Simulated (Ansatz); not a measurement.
# Ruthenium, omega (AlB2-type) under PBE: ground state and equation of state, part 2 of 2

The plan for ruthenium in the omega (AlB2-type) structure: relax it, solve it on a dense k-mesh, then scale the cell to 7 volumes from 88 to 112 % of the relaxed one and try a fit of the equation of state. Spin polarisation is left out. The k-meshes are 9×9×12 for the relaxation; 11×11×15 for the dense run; 10×10×13 for the volumes.

Ansatz 0.2.0; DFT, PBE, plane waves (420 eV) with PAW, scalar-relativistic. Earlier steps stand in the parts before.

### Step 4. At 88 % of the relaxed volume

Contents of input.yaml:

```yaml
crystal:
  lattice:
    - [4.0915594519, 0.0, 0.0]
    - [-2.0457797259, 3.5433944264, 0.0]
    - [0.0, 0.0, 2.5712612306]
  atoms:
    - { symbol: Ru, position: [0.0, 0.0, 0.0] }
    - { symbol: Ru, position: [0.3333333333, 0.6666666667, 0.5] }
    - { symbol: Ru, position: [0.6666666667, 0.3333333333, 0.5] }
hamiltonian:
  xc: pbe
  pseudopotentials:
    kind: paw
    azcp:
      Ru: "pseudopotentials/Ru.paw.azcp"
basis:
  ecutwfc: 420
  fft_grid_basis: typed
kpoints:
  mp_grid: { grid: [10, 10, 13], shift: [0, 0, 0] }
magnetization:
  spin_polarized: false
scf:
  occupations: { method: fermi_dirac, width: 0.1 }
  lower_state_search: "off"
output:
  stress: true
```

On the command line:

```sh
$ ansatz run input.yaml --threads 1 --pin off --max-ram 3584MiB --backend cpu --events-out ev --progress --plain --runs-dir out
```

Output, shortened:

```text
[...]
Pseudopotentials: kind: paw
Pseudopotential: Ru, paw, valence charge 16, recommended cutoff 420 eV (normal), <dir>
Functional definition: PBE
[...]
Crystal: 3 atoms, lattice volume = 37.278 Å³
Basis set: ecut = 420 eV, 717 PW (Γ)
Bands: 29, of which v1, the nominal top of the filled ones, is band 24 counted from 1 (23 counted from 0)
Symmetry: 24 space group operations
Space group: P6/mmm (ITA 191), of the structure as read, at distance tolerance 3.3e-5 Å
k-points: 98 of 1300
[...]
SCF iter   1: F=—  HF=-17634.638275 eV  |F-HF|=—  |Δ(HF+E_count)|=         —  Δρ=1.05e-2  dr2=2.41e-2  ethr=1.77e-3  ⟨swp⟩=5.1  Hψ=10758  notcnv=0
[...]
SCF iter   6: F=-17634.636658 eV  HF=-17634.636658 eV  |F-HF|=3.82e-9  |Δ(HF+E_count)|=   3.47e-9  Δρ=8.11e-6  dr2=1.05e-8  ethr=2.08e-10  ⟨swp⟩=4.0  Hψ=10022  notcnv=0
[...]
SCF converged after 6 iterations
Free energy (F): -17634.636658 eV
[...]
E sigma→0 (E₀):  -17634.588490 eV
Entropy (-TS):   -0.096336 eV (-32.112 meV/atom)
Fermi energy:    26.411255 eV
[...]
--- Stress (GPa, compression-positive) ---
       52.607958      -0.000000      -0.000000
       -0.000000      52.607958       0.000000
       -0.000000       0.000000      47.129822
  P = ⅓ Tr σ = 50.7819 GPa (507.819 kbar)
```

Wall time 6.1 s (1 thread of Intel Xeon Platinum 8259CL at 2.50GHz (Skylake/Cascade Lake), shared host); peak memory 0.53 GiB.

### Step 5. At 92 % of the relaxed volume

input.yaml, as its differences from that of step 4:

```diff
@@ -2,5 +2,5 @@
   lattice:
-    - [4.0915594519, 0.0, 0.0]
-    - [-2.0457797259, 3.5433944264, 0.0]
-    - [0.0, 0.0, 2.5712612306]
+    - [4.152636508, 0.0, 0.0]
+    - [-2.076318254, 3.5962887086, 0.0]
+    - [0.0, 0.0, 2.6096439226]
   atoms:
```

On the command line:

```sh
$ ansatz run input.yaml --threads 1 --pin off --max-ram 3584MiB --backend cpu --events-out ev --progress --plain --runs-dir out
```

Output, shortened:

```text
[...]
Pseudopotentials: kind: paw
Pseudopotential: Ru, paw, valence charge 16, recommended cutoff 420 eV (normal), <dir>
Functional definition: PBE
[...]
Crystal: 3 atoms, lattice volume = 38.973 Å³
Basis set: ecut = 420 eV, 771 PW (Γ)
Bands: 29, of which v1, the nominal top of the filled ones, is band 24 counted from 1 (23 counted from 0)
Symmetry: 24 space group operations
Space group: P6/mmm (ITA 191), of the structure as read, at distance tolerance 3.4e-5 Å
k-points: 98 of 1300
[...]
SCF iter   1: F=—  HF=-17635.058091 eV  |F-HF|=—  |Δ(HF+E_count)|=         —  Δρ=9.79e-3  dr2=1.93e-2  ethr=1.77e-3  ⟨swp⟩=5.1  Hψ=10629  notcnv=0
[...]
SCF iter   6: F=-17635.058506 eV  HF=-17635.058506 eV  |F-HF|=3.60e-9  |Δ(HF+E_count)|=   5.97e-8  Δρ=6.73e-6  dr2=8.50e-9  ethr=2.08e-10  ⟨swp⟩=4.0  Hψ=9986  notcnv=0
[...]
SCF converged after 6 iterations
Free energy (F): -17635.058506 eV
[...]
E sigma→0 (E₀):  -17635.007010 eV
Entropy (-TS):   -0.102992 eV (-34.331 meV/atom)
Fermi energy:    25.029897 eV
[...]
--- Stress (GPa, compression-positive) ---
       30.806800       0.000000       0.000000
       -0.000000      30.806800       0.000000
        0.000000       0.000000      27.799379
  P = ⅓ Tr σ = 29.8043 GPa (298.043 kbar)
```

Run time: 6.9 s. Hardware: 1 thread of Intel Xeon Platinum 8259CL at 2.50GHz (Skylake/Cascade Lake), shared host; peak memory 0.53 GiB.

### Step 6. At 96 % of the relaxed volume

input.yaml, as its differences from that of step 5:

```diff
@@ -2,5 +2,5 @@
   lattice:
-    - [4.152636508, 0.0, 0.0]
-    - [-2.076318254, 3.5962887086, 0.0]
-    - [0.0, 0.0, 2.6096439226]
+    - [4.2119679026, 0.0, 0.0]
+    - [-2.1059839513, 3.6476712036, 0.0]
+    - [0.0, 0.0, 2.6469295876]
   atoms:
@@ -27 +27,5 @@
   stress: true
+  write_density: true
+  write_potential: true
+  elf: true
+  volumetric_format: npy
```

On the command line:

```sh
$ ansatz run input.yaml --threads 1 --pin off --max-ram 3584MiB --backend cpu --events-out ev --progress --plain --runs-dir out
```

Output, shortened:

```text
[...]
Pseudopotentials: kind: paw
Pseudopotential: Ru, paw, valence charge 16, recommended cutoff 420 eV (normal), <dir>
Functional definition: PBE
[...]
Crystal: 3 atoms, lattice volume = 40.667 Å³
Basis set: ecut = 420 eV, 783 PW (Γ)
Bands: 29, of which v1, the nominal top of the filled ones, is band 24 counted from 1 (23 counted from 0)
Symmetry: 24 space group operations
Space group: P6/mmm (ITA 191), of the structure as read, at distance tolerance 3.4e-5 Å
k-points: 98 of 1300
[...]
SCF iter   1: F=—  HF=-17635.280599 eV  |F-HF|=—  |Δ(HF+E_count)|=         —  Δρ=9.57e-3  dr2=1.85e-2  ethr=1.77e-3  ⟨swp⟩=4.9  Hψ=10229  notcnv=0
[...]
SCF iter   6: F=-17635.282378 eV  HF=-17635.282378 eV  |F-HF|=2.76e-9  |Δ(HF+E_count)|=   7.67e-8  Δρ=6.02e-6  dr2=7.06e-9  ethr=2.08e-10  ⟨swp⟩=8.4  Hψ=19365  notcnv=0
[...]
SCF converged after 6 iterations
Free energy (F): -17635.282378 eV
[...]
E sigma→0 (E₀):  -17635.227366 eV
Entropy (-TS):   -0.110024 eV (-36.675 meV/atom)
Fermi energy:    23.761080 eV
[...]
--- Stress (GPa, compression-positive) ---
       13.520519       0.000000       0.000000
        0.000000      13.520519       0.000000
        0.000000       0.000000      12.484766
  P = ⅓ Tr σ = 13.1753 GPa (131.753 kbar)
--- Band table (eV; the first three rows and the last of 98) ---
[...]
```

It took 10 s on 1 thread of Intel Xeon Platinum 8259CL at 2.50GHz (Skylake/Cascade Lake), shared host; peak memory 0.54 GiB.

Density in a lattice plane of the grid's cell (edges 4.21 and 4.21 Å, at 0.500 of the third edge), which holds Ru.

Ten even steps from ' ' (0.29 e/Å³) to '@' (9.97 e/Å³):
```
                                                
                    ......                      
              ..::::----::..                    
            ..--++****++--..                    
          ::==**%%%%%%**==::                    
        ::==##@@@@@@%%**--..                    
      ..--**%%@@@@@@##++::                      
      ::==**%%@@@@##++::..                      
      ::==**####**==::..          ........      
      ..::--==--::..          ..::--==--::..    
        ........          ..::==**####**==::    
                        ..::++##@@@@%%**==::    
                        ::++##@@@@@@%%**--..    
                      ..--**%%@@@@@@##==::      
                      ::==**%%%%%%**==::        
                      ..--++****++--..          
                      ..::----::::..            
                        ......                  
                                                
                                                
```
Columns run along the first of these edges and rows up along the second, over one cell in 24 and 20 even steps from the bottom left corner. Atoms in the plane (fractional): Ru at (0.33, 0.67), Ru at (0.67, 0.33).

ELF in the same plane.

Ten even steps from ' ' (0.20) to '@' (0.67):
```
::::::::::::........::--::::........::::::::::::
::::::::....    ::--==++==::..    ....::::::::::
::::::..    ..--**##%%%%##==..    ....::::::::::
::::..    ::++%%@@@@@@@@@@**::    ..::::::::::::
::..    ::**@@@@##**%%@@@@**::    ..::::::..::::
::..  ::**@@%%++::::##@@@@++..  ........    ....
......==%%@@**::..==%%@@##--......            ..
::::--**@@@@##++**%%@@##==::::....  ......    ..
::::==**@@@@@@@@@@@@##==::::::::--==++++==--::::
--::--++%%@@@@@@%%++--::--::--++%%@@@@@@%%++--::
::::::--==++++==--::::::::==##@@@@@@@@@@@@**==::
::..    ......  ....::::==##@@%%**++##@@@@**--::
....            ......--##@@%%==..::**@@%%==....
::....    ........  ..++@@@@##::::++%%@@**::  ..
::::::..::::::..    ::**@@@@%%**##@@@@**::    ..
::::::::::::::..    ::**@@@@@@@@@@%%++::    ..::
::::::::::::....    ..==##%%%%##**--..    ..::::
::::::::::::....    ..::==++==--::    ....::::::
::::::::::::::........::::--::........::::::::::
::::::::::::::::..::::------::::..::::::::::::::
```
Columns run along the first of these edges and rows up along the second, over one cell in 24 and 20 even steps from the bottom left corner. Atoms in the plane (fractional): Ru at (0.33, 0.67), Ru at (0.67, 0.33).

Both are smooth fields of the valence electrons: close to the nuclei they are not physical.

### Step 7. At 100 % of the relaxed volume

input.yaml, as its differences from that of step 6:

```diff
@@ -2,5 +2,5 @@
   lattice:
-    - [4.2119679026, 0.0, 0.0]
-    - [-2.1059839513, 3.6476712036, 0.0]
-    - [0.0, 0.0, 2.6469295876]
+    - [4.2696732638, 0.0, 0.0]
+    - [-2.1348366319, 3.6976455123, 0.0]
+    - [0.0, 0.0, 2.6831934033]
   atoms:
@@ -27,5 +27 @@
   stress: true
-  write_density: true
-  write_potential: true
-  elf: true
-  volumetric_format: npy
```

On the command line:

```sh
$ ansatz run input.yaml --threads 1 --pin off --max-ram 3584MiB --backend cpu --events-out ev --progress --plain --runs-dir out
```

Output, shortened:

```text
[...]
Pseudopotentials: kind: paw
Pseudopotential: Ru, paw, valence charge 16, recommended cutoff 420 eV (normal), <dir>
Functional definition: PBE
[...]
Crystal: 3 atoms, lattice volume = 42.362 Å³
Basis set: ecut = 420 eV, 843 PW (Γ)
Bands: 29, of which v1, the nominal top of the filled ones, is band 24 counted from 1 (23 counted from 0)
Symmetry: 24 space group operations
Space group: P6/mmm (ITA 191), of the structure as read, at distance tolerance 3.5e-5 Å
k-points: 98 of 1300
[...]
SCF iter   1: F=—  HF=-17635.346970 eV  |F-HF|=—  |Δ(HF+E_count)|=         —  Δρ=9.51e-3  dr2=1.96e-2  ethr=1.77e-3  ⟨swp⟩=4.8  Hψ=10118  notcnv=0
[...]
SCF iter   6: F=-17635.349343 eV  HF=-17635.349343 eV  |F-HF|=3.56e-9  |Δ(HF+E_count)|=   5.48e-8  Δρ=6.26e-6  dr2=8.34e-9  ethr=2.08e-10  ⟨swp⟩=4.0  Hψ=10115  notcnv=0
[...]
SCF converged after 6 iterations
Free energy (F): -17635.349343 eV
[...]
E sigma→0 (E₀):  -17635.290633 eV
Entropy (-TS):   -0.117419 eV (-39.140 meV/atom)
Fermi energy:    22.591799 eV
[...]
--- Stress (GPa, compression-positive) ---
       -0.179705      -0.000000       0.000000
       -0.000000      -0.179705       0.000000
        0.000000       0.000000       0.359464
  P = ⅓ Tr σ = 0.0000 GPa (0.000 kbar)
```

Run time: 8.2 s. Hardware: 1 thread of Intel Xeon Platinum 8259CL at 2.50GHz (Skylake/Cascade Lake), shared host; peak memory 0.54 GiB.

### Step 8. At 104 % of the relaxed volume

input.yaml, as its differences from that of step 7:

```diff
@@ -2,5 +2,5 @@
   lattice:
-    - [4.2696732638, 0.0, 0.0]
-    - [-2.1348366319, 3.6976455123, 0.0]
-    - [0.0, 0.0, 2.6831934033]
+    - [4.3258596185, 0.0, 0.0]
+    - [-2.1629298092, 3.7463043228, 0.0]
+    - [0.0, 0.0, 2.7185026288]
   atoms:
@@ -27 +27,5 @@
   stress: true
+  write_density: true
+  write_potential: true
+  elf: true
+  volumetric_format: npy
```

On the command line:

```sh
$ ansatz run input.yaml --threads 1 --pin off --max-ram 3584MiB --backend cpu --events-out ev --progress --plain --runs-dir out
```

Output, shortened:

```text
[...]
Pseudopotentials: kind: paw
Pseudopotential: Ru, paw, valence charge 16, recommended cutoff 420 eV (normal), <dir>
Functional definition: PBE
[...]
Crystal: 3 atoms, lattice volume = 44.056 Å³
Basis set: ecut = 420 eV, 903 PW (Γ)
Bands: 29, of which v1, the nominal top of the filled ones, is band 24 counted from 1 (23 counted from 0)
Symmetry: 24 space group operations
Space group: P6/mmm (ITA 191), of the structure as read, at distance tolerance 3.5e-5 Å
k-points: 98 of 1300
[...]
SCF iter   1: F=—  HF=-17635.289275 eV  |F-HF|=—  |Δ(HF+E_count)|=         —  Δρ=9.67e-3  dr2=2.35e-2  ethr=1.77e-3  ⟨swp⟩=4.7  Hψ=9741  notcnv=0
[...]
SCF iter   6: F=-17635.292091 eV  HF=-17635.292091 eV  |F-HF|=2.00e-9  |Δ(HF+E_count)|=   4.21e-8  Δρ=6.24e-6  dr2=6.04e-9  ethr=2.08e-10  ⟨swp⟩=7.5  Hψ=17972  notcnv=0
[...]
SCF converged after 6 iterations
Free energy (F): -17635.292091 eV
[...]
E sigma→0 (E₀):  -17635.229518 eV
Entropy (-TS):   -0.125145 eV (-41.715 meV/atom)
Fermi energy:    21.511008 eV
[...]
--- Stress (GPa, compression-positive) ---
      -11.017527      -0.000000       0.000000
       -0.000000     -11.017527       0.000000
        0.000000       0.000000      -9.220967
  P = ⅓ Tr σ = -10.4187 GPa (-104.187 kbar)
--- Band table (eV; the first three rows and the last of 98) ---
[...]
```

It took 11 s on 1 thread of Intel Xeon Platinum 8259CL at 2.50GHz (Skylake/Cascade Lake), shared host; peak memory 0.56 GiB.

### Step 9. At 108 % of the relaxed volume

input.yaml, as its differences from that of step 8:

```diff
@@ -2,5 +2,5 @@
   lattice:
-    - [4.3258596185, 0.0, 0.0]
-    - [-2.1629298092, 3.7463043228, 0.0]
-    - [0.0, 0.0, 2.7185026288]
+    - [4.3806231488, 0.0, 0.0]
+    - [-2.1903115744, 3.7937309312, 0.0]
+    - [0.0, 0.0, 2.752917708]
   atoms:
```

On the command line:

```sh
$ ansatz run input.yaml --threads 1 --pin off --max-ram 3584MiB --backend cpu --events-out ev --progress --plain --runs-dir out
```

Output, shortened:

```text
[...]
Pseudopotentials: kind: paw
Pseudopotential: Ru, paw, valence charge 16, recommended cutoff 420 eV (normal), <dir>
Functional definition: PBE
[...]
Crystal: 3 atoms, lattice volume = 45.750 Å³
Basis set: ecut = 420 eV, 915 PW (Γ)
Bands: 29, of which v1, the nominal top of the filled ones, is band 24 counted from 1 (23 counted from 0)
Symmetry: 24 space group operations
Space group: P6/mmm (ITA 191), of the structure as read, at distance tolerance 3.6e-5 Å
k-points: 98 of 1300
[...]
SCF iter   1: F=—  HF=-17635.134425 eV  |F-HF|=—  |Δ(HF+E_count)|=         —  Δρ=1.01e-2  dr2=3.27e-2  ethr=1.77e-3  ⟨swp⟩=4.6  Hψ=9642  notcnv=0
[...]
SCF iter   6: F=-17635.136749 eV  HF=-17635.136749 eV  |F-HF|=3.30e-9  |Δ(HF+E_count)|=   3.02e-8  Δρ=9.93e-6  dr2=1.42e-8  ethr=2.08e-10  ⟨swp⟩=8.7  Hψ=20173  notcnv=0
[...]
SCF converged after 6 iterations
Free energy (F): -17635.136749 eV
[...]
E sigma→0 (E₀):  -17635.070164 eV
Entropy (-TS):   -0.133171 eV (-44.390 meV/atom)
Fermi energy:    20.509206 eV
[...]
--- Stress (GPa, compression-positive) ---
      -19.560837       0.000000       0.000000
        0.000000     -19.560837       0.000000
        0.000000       0.000000     -16.764997
  P = ⅓ Tr σ = -18.6289 GPa (-186.289 kbar)
--- Band table (eV; the first three rows and the last of 98) ---
[...]
```

Run time: 12 s. Hardware: 1 thread of Intel Xeon Platinum 8259CL at 2.50GHz (Skylake/Cascade Lake), shared host; peak memory 0.56 GiB.

### Step 10. At 112 % of the relaxed volume

input.yaml, as its differences from that of step 9:

```diff
@@ -2,5 +2,5 @@
   lattice:
-    - [4.3806231488, 0.0, 0.0]
-    - [-2.1903115744, 3.7937309312, 0.0]
-    - [0.0, 0.0, 2.752917708]
+    - [4.4340506478, 0.0, 0.0]
+    - [-2.2170253239, 3.8400005027, 0.0]
+    - [0.0, 0.0, 2.7864931841]
   atoms:
@@ -27,5 +27 @@
   stress: true
-  write_density: true
-  write_potential: true
-  elf: true
-  volumetric_format: npy
```

On the command line:

```sh
$ ansatz run input.yaml --threads 1 --pin off --max-ram 3584MiB --backend cpu --events-out ev --progress --plain --runs-dir out
```

Output, shortened:

```text
[...]
Pseudopotentials: kind: paw
Pseudopotential: Ru, paw, valence charge 16, recommended cutoff 420 eV (normal), <dir>
Functional definition: PBE
[...]
Crystal: 3 atoms, lattice volume = 47.445 Å³
Basis set: ecut = 420 eV, 939 PW (Γ)
Bands: 29, of which v1, the nominal top of the filled ones, is band 24 counted from 1 (23 counted from 0)
Symmetry: 24 space group operations
Space group: P6/mmm (ITA 191), of the structure as read, at distance tolerance 3.6e-5 Å
k-points: 98 of 1300
[...]
SCF iter   1: F=—  HF=-17634.903116 eV  |F-HF|=—  |Δ(HF+E_count)|=         —  Δρ=1.08e-2  dr2=4.88e-2  ethr=1.77e-3  ⟨swp⟩=4.4  Hψ=9513  notcnv=0
[...]
SCF iter   6: F=-17634.904306 eV  HF=-17634.904306 eV  |F-HF|=7.38e-9  |Δ(HF+E_count)|=   8.60e-9  Δρ=1.43e-5  dr2=3.07e-8  ethr=2.08e-10  ⟨swp⟩=4.5  Hψ=10693  notcnv=0
[...]
SCF converged after 6 iterations
Free energy (F): -17634.904306 eV
[...]
E sigma→0 (E₀):  -17634.833571 eV
Entropy (-TS):   -0.141469 eV (-47.156 meV/atom)
Fermi energy:    19.578247 eV
[...]
--- Stress (GPa, compression-positive) ---
      -26.258814      -0.000000       0.000000
       -0.000000     -26.258814       0.000000
        0.000000       0.000000     -22.671660
  P = ⅓ Tr σ = -25.0631 GPa (-250.631 kbar)
```

It took 8 s on 1 thread of Intel Xeon Platinum 8259CL at 2.50GHz (Skylake/Cascade Lake), shared host; peak memory 0.55 GiB.

### Step 11. The equation of state

The cell was scaled evenly, with its shape and the fractional positions fixed.

| V (Å³/atom) | E − E₀ (meV/atom) | P from the stress (GPa) | P from the fit (GPa) |
| --- | --- | --- | --- |
| 12.426 | 234.0 | 50.78 | 50.58 |
| 12.991 | 94.5 | 29.80 | 29.46 |
| 13.556 | 21.1 | 13.18 | 12.81 |
| 14.121 | 0.0 | 0.00 | -0.35 |
| 14.685 | 20.3 | -10.42 | -10.77 |
| 15.250 | 73.5 | -18.63 | -19.01 |
| 15.815 | 152.3 | -25.06 | -25.53 |

Fit (Birch-Murnaghan, third order): V₀ = 14.104 Å³/atom, B₀ = 294 GPa, B₀′ = 4.8, largest residual 0.07 meV/atom.

Fit and stress differ a little: one follows E(σ → 0), the other the smeared free energy.

### Step 12. Outcome

This closing draws on all 2 parts.

```
                      quantity                                   value
space group (spins left aside)                        P6/mmm (No. 191)
             conventional cell  a = 4.270 Å, c = 2.683 Å (c/a = 0.628)
                        volume                          14.121 Å³/atom
             shortest distance                                 2.465 Å
               gap on the mesh            none (levels filled in part)
               relative to hcp                           +260 meV/atom
                   V₀, B₀, B₀′            14.104 Å³/atom, 294 GPa, 4.8
```

**Reading.** The relaxation enlarged the cell by 4.2 % in volume. Against the reference form of ruthenium (hcp, computed apart with the same settings) it stands 260 meV/atom higher, so it is far from stable. No gap shows: it is a metal or semimetal at this level. B₀ comes out at 294 GPa, among the stiffest elements; letting shape and positions relax at each volume could only lower it. The symmetry was held, so the structure may be unstable against distortions that break it.
